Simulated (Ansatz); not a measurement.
## Electric field gradients in BP under strain

The cell is a structure deposited in the COD, relaxed with PBE at fixed cell and then changed (z stretched by 2 %, ions relaxed).

```
B P
1.0
     0.00000    2.26900    2.31438
     2.26900    0.00000    2.31438
     2.26900    2.26900    0.00000
B P
1 1
Cartesian
  0.0000 0.0000 0.0000
  1.1345 1.1345 1.1572
```

Sites (sets of like atoms) are named by element and the number of their first atom in this list.

All values are calculated (Ansatz; DFT, PBE, plane waves and PAW, scalar-relativistic, 420 eV cutoff, Γ-centred 16×16×16 k-points, Fermi–Dirac smearing 0.02 eV), not measured.

V_zz is the principal component of the electric field gradient with the largest magnitude, η = (V_xx − V_yy)/V_zz and C_Q = eQV_zz/h.

B-10: I = 3, Q = 84.59 mb. Quadrupole moments are those of Pyykkö's year-2017 table.

| site | atoms (order as listed) | first shell | V_zz (10²¹ V/m²) | η | C_Q (MHz) |
| --- | --- | --- | --- | --- | --- |
| B | 1 | 4 P at 1.98 Å | 0.021 | 0.00 | 0.043 |
| P | 2 | 4 B at 1.98 Å | 0.10 | 0.00 | – |

An axis of threefold or higher order runs through B and P, so V_zz lies along it and η is zero.

P has no stable isotope with a ground-state quadrupole moment in the table, so no C_Q is given.
